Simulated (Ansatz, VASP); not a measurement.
**One calculation of SrO, two programs**

Contents of INCAR:

```
PREC     = Accurate       # precision mode
ENCUT    = 520            # plane-wave cutoff, eV
EDIFF    = 1E-8           # SCF threshold, eV
ISMEAR   = -1             # smearing method
SIGMA    = 0.02           # smearing width, eV
LREAL    = F              # projectors in reciprocal space
LASPH    = T              # aspherical terms in the spheres
NELM     = 80             # most SCF steps
ALGO     = Normal         # electronic algorithm
ISIF     = 2              # what is computed and relaxed
LWAVE    = F              # write WAVECAR
LCHARG   = F              # write CHGCAR
GGA      = CA             # functional
LEFG     = T            
NBANDS   = 15             # bands
```

The input KPOINTS:

```
regular mesh
0
Gamma
  8 8 8
```

File POSCAR:

```
SrO
1.0
    0.0000000000      2.5698000000      2.5698000000
    2.5698000000      0.0000000000      2.5698000000
    2.5698000000      2.5698000000      0.0000000000
Sr O
1 1
Direct
    0.0000000000      0.0000000000      0.0000000000
    0.5000000000      0.5000000000      0.5000000000
```

Input for Ansatz:

```yaml
crystal:
  lattice:
    - [0.0, 2.5698, 2.5698]
    - [2.5698, 0.0, 2.5698]
    - [2.5698, 2.5698, 0.0]
  atoms:
    - { symbol: Sr, position: [0.0, 0.0, 0.0] }
    - { symbol: O, position: [0.5, 0.5, 0.5] }
kpoints:
  mp_grid: { grid: [8, 8, 8] }
  band_path:
    path:
      - [0.0, 0.0, 0.0]
      - [0.5, 0.0, 0.5]
      - [0.625, 0.25, 0.625]
      - [0.375, 0.375, 0.75]
      - [0.0, 0.0, 0.0]
      - [0.5, 0.5, 0.5]
      - [0.5, 0.25, 0.75]
      - [0.5, 0.0, 0.5]
    npoints: 5
scf:
  occupations: { method: fermi_dirac, width: 0.02 }
hamiltonian:
  xc: lda
  pseudopotentials: { kind: paw }
output:
  forces: true
  stress: true
  eigenvalues: true
  efg: { contact_densities: true }
```

Alike in both runs: task electric field gradients; functional LDA; k mesh 8 × 8 × 8; occupations fermi-dirac, width 0.02 eV; no spin polarisation.

|  | VASP | Ansatz |
| --- | --- | --- |
| version | VASP 6.6.1 | Ansatz 0.2.0 |
| potentials or method | VASP PAW LDA potentials, release 64 (Sr_sv, O) | PAW with Ansatz's default frozen-core files, scalar-relativistic |
| plane-wave cutoff (eV) | 520 | 420 |
| valence electrons in the cell | 16 | 16 |

|  | VASP | Ansatz | Ansatz less VASP |
| --- | --- | --- | --- |
| gap on the k mesh at the Fermi level (eV) | 3.10 | 3.16 | +0.058 |
| pressure (GPa) | -3.5 | -4.2 | -0.70 |
| Vzz of the field gradient on the site that differs most (V/Å²) | 0.0 | 0.0 | 0.00 |

Ansatz warned: «gradients_without_spin_orbit».

A k mesh can miss the band edges.
